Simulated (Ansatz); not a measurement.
# BaO: optical spectrum from first principles, part 2 of 2

Aim: the dielectric function of BaO, and the optical constants that follow from it. The cell comes from an older database entry, whose edges can differ from later determinations, mostly by under a per cent.

Ansatz 0.2.0; DFT, PBE, plane-wave PAW, default files, scalar-relativistic, independent-particle optical response without local fields.

So far, electronic dielectric constant ε∞, mean over x, y and z (by symmetry where fewer were run): step 3 (spectrum) 4.40.

The database entry behind the starting cell differs from later determinations by our own check (about 0.7 % short), so it need not match the best structure at ambient conditions.

**4. Static response with local fields**

A static field by perturbation theory: the induced potential is included, and the Born charges come with it.

This step: DFT, PBE, plane-wave PAW, default files, scalar-relativistic, static field response by perturbation theory with local fields (Ansatz 0.2.0).

Contents of input.yaml:

```yaml
crystal:
  lattice:
    - [0.0, 2.75, 2.75]
    - [2.75, 0.0, 2.75]
    - [2.75, 2.75, 0.0]
  atoms:
    - { symbol: Ba, position: [0.0, 0.0, 0.0] }
    - { symbol: O, position: [0.5, 0.5, 0.5] }
kpoints:
  mp_grid: { grid: [7, 7, 7] }
scf:
  occupations: { method: fixed }
hamiltonian:
  xc: pbe
  pseudopotentials: { kind: paw }
dielectric: {}
```

The run is started by

```console
ansatz run input.yaml --threads 4 --pin off --max-ram 8192MiB --backend cpu --events-out ev --progress --plain --runs-dir out
```

Numbers of over 12 decimals in the logs are rounded to 6 here.

Output:

```text
[...]
Crystal: 2 atoms, lattice volume = 41.594 Å³
Basis set: ecut = 420 eV, 869 PW (Γ), exchange–correlation on 54×54×54 points (8 copies of the dense FFT grid, shifted against one another)
Bands: 12, of which v1, the nominal top of the filled ones, is band 8 counted from 1 (7 counted from 0)
Symmetry: 48 space group operations
k-points: 40 of 343 (irreducible under 8 space group operations, time reversal used)
[...]
SCF iter   1: F=—  HF=-6519.530529 eV  |F-HF|=—  |Δ(HF+E_count)|=         —  Δρ=5.36e-4  dr2=3.65e-5  ethr=1.77e-3  ⟨swp⟩=4.9  Hψ=2820  notcnv=0  defer=71
[...]
SCF iter  10: F=-6519.530930 eV  HF=-6519.530930 eV  |F-HF|=1.82e-12  |Δ(HF+E_count)|=  8.91e-11  Δρ=1.99e-8  dr2=9.40e-14  ethr=1.00e-12  ⟨swp⟩=4.3  Hψ=2819  notcnv=0
SCF 1 converged in 10 iterations: F = -6519.530930 eV  dr2 = 9.40e-14
[...]
DFPT response loops at Γ: preconditioner auto → none (the input reference at scf.mixing.eps_inf says where Resta's filter doesn't serve); β = 0.50; Broyden in place of MSR1
── the response to a field inside a basis, on 8×8×8 k-points: an SCF that follows is theirs, and a resumed run solves both again ──
Bands: 9, of which v1, the nominal top of the filled ones, is band 8 counted from 1 (7 counted from 0)
k-points: 60 of 512 (irreducible under 12 space group operations)
[...]
Eigensolver: Dense (60 Hₖ)
SCF iter   1: F=—  HF=-6519.532214 eV  |F-HF|=—  |Δ(HF+E_count)|=         —  Δρ=3.47e-4  dr2=8.73e-6  ethr=1.00e-1
[...]
SCF iter   4: F=-6519.532219 eV  HF=-6519.532219 eV  |F-HF|=1.31e-8  |Δ(HF+E_count)|=   2.09e-7  Δρ=1.21e-5  dr2=2.12e-8  ethr=2.47e-8
SCF 1 converged in 4 iterations: F = -6519.532219 eV  dr2 = 2.12e-8
[...]
SCF converged after 10 iterations
Free energy (F): -6519.530930 eV
[...]
Internal energy: -6519.530930 eV  (E = F + TS)
E sigma→0 (E₀):  -6519.530930 eV
Fermi energy:    8.827344 eV
[...]
--- Band table (eV; the first three rows and the last of 40) ---
  k-point 0: bands = [... 4 lower, -1.4102, 8.3681, 8.3681, 8.3681, 12.5709, 13.6143, 13.6143, 13.6143]
  k-point 1: bands = [... 4 lower, -1.4343, 7.9795, 8.1345, 8.1345, 13.2473, 13.5075, 13.9612, 13.9612]
  k-point 2: bands = [... 4 lower, -1.4871, 7.3137, 7.6744, 7.6744, 13.3196, 14.8859, 14.8859, 15.2325]
  k-point 39: bands = [... 4 lower, -1.5325, 7.4678, 8.3751, 8.6633, 12.9951, 14.0689, 16.0347, 17.6747]
--- Dielectric response (ions clamped): 3 representative field directions + reference, inside a basis on a mesh of 512 k-points (Σ response iterations 12) ---
  ε∞ (high-frequency dielectric tensor):
        4.205197    -0.000000     0.000000
       -0.000000     4.205197     0.000000
        0.000000     0.000000     4.205197
  Born effective charges Z* (e; rows j = field, columns β = displacement):
    site 0:
         2.77000   -0.00000    0.00000
        -0.00000    2.77000    0.00000
        -0.00000   -0.00000    2.77000
    site 1:
        -2.77000    0.00000   -0.00000
         0.00000   -2.77000   -0.00000
         0.00000    0.00000   -2.77000
  Z* charge neutrality: 2.707e-3 e pre-enforcement
  solved inside a basis spanned on kpoints, on 8×8×8 k-points, its susceptibility summed on 12×12×12: ε∞ is read to err by 1.2e-2, Z* by 1.2e-2 e (field_mesh: kpoints solves on kpoints); Z* is corrected for what the basis lacks
```

Run time: 4.2 s. Hardware: 4 threads of Intel Xeon 6975P-C (Granite Rapids), shared host; peak memory 0.45 GiB.

This step gave:

| Quantity | Value |
| --- | --- |
| electronic dielectric constant ε∞, mean over x, y and z (by symmetry where fewer were run) | 4.205 |

ε∞ with local fields:

```
4.21 0.00 0.00
0.00 4.21 0.00
0.00 0.00 4.21
```

Diagonal elements. Born, by row:

| atom | Z*xx (e) | Z*yy (e) | Z*zz (e) |
| --- | --- | --- | --- |
| Ba1 | 2.77 | 2.77 | 2.77 |
| O2 | -2.77 | -2.77 | -2.77 |

Mean Born charges are Ba +2.77 and O -2.77, against formal valences of +2 and -2. That of Ba exceeds its valence by 38 %, the mark of charge moving along hybridised bonds as the atoms shift.

**5. Summary of results**

| Item | Value |
| --- | --- |
| gap on the path | 1.97 eV |
| least direct gap on the path | 1.97 eV |
| electronic dielectric constant ε∞, mean over x, y and z (by symmetry where fewer were run) (independent particles) | 4.40 |
| absorption onset, first axis (α over 10⁴ cm⁻¹, or the direct gap if that lies higher) | 2.24 eV |
| main peak of Im epsilon, first axis | 7.79 eV |
| centre of weight of the strongest loss peak in the window, first axis | 11.5 eV |
| photocurrent from vertical transitions in a film 500 nm thick on a perfect mirror (two passes), AM1.5G, no front reflection, all carriers collected | 10.2 mA/cm² |
| electronic dielectric constant ε∞, mean over x, y and z (by symmetry where fewer were run) (static response with local fields) | 4.21 |

What this shows: At this level (PBE, independent particles) BaO has ε∞ = 4.40 (4.21 with local fields) and n = 2.11 at 1550 nm; absorption sets in near 2.2 eV, and Im ε peaks at 7.8 eV. The gap on the path is direct, 1.97 eV. The absorption coefficient passes 10⁴ cm⁻¹ at 2.24 eV, inside the visible range. The strongest loss structure up to 22 eV has its centre of weight at 11.5 eV; a free-electron gas of the 12.9 electrons in the f-sum would put its plasmon at 20.6 eV. Distinct maxima of Im ε, read by a parabola through the highest points, lie at 6.51 eV (5.7), 7.79 eV (7.7), 8.77 eV (4.9) and 14.65 eV (3.5). The f-sum over the summed bands holds 12.9 of the cell's 16 electrons outside the frozen cores, 4 of which lie in bands more than 12 eV below the Fermi level, whose transitions come at higher energies. Up to 22 eV the strength has a mean oscillator energy of 10.6 eV, well above the main peak, so higher transitions carry much of it. Through 1 µm of it, D65 light comes out orange (x = 0.563, y = 0.426; 35 % transmitted). A larger true gap would move the edge to shorter wavelengths and change the colour. With local fields and the functional's kernel the static response is 4.21 against 4.40 for independent particles (-4 %). In the base spectrum excitons and phonon-assisted transitions are missing, and so are local fields; PBE gaps are as a rule too small, which pulls the onset down and ε∞ up. In the base run ε includes the program's bounded estimate of what the bands above those summed add. Spin-orbit coupling is left out although heavy atoms are present.

[Logs are printed without paths, hosts, clocks, repeated set-up lines and the standing remarks that a program may print on its own settings, such as how far it seeks lower states.]

[Hosts, paths, dates, database ids (printed as entryN), source tags and the programs' standing remarks are cut or masked in the printed files.]
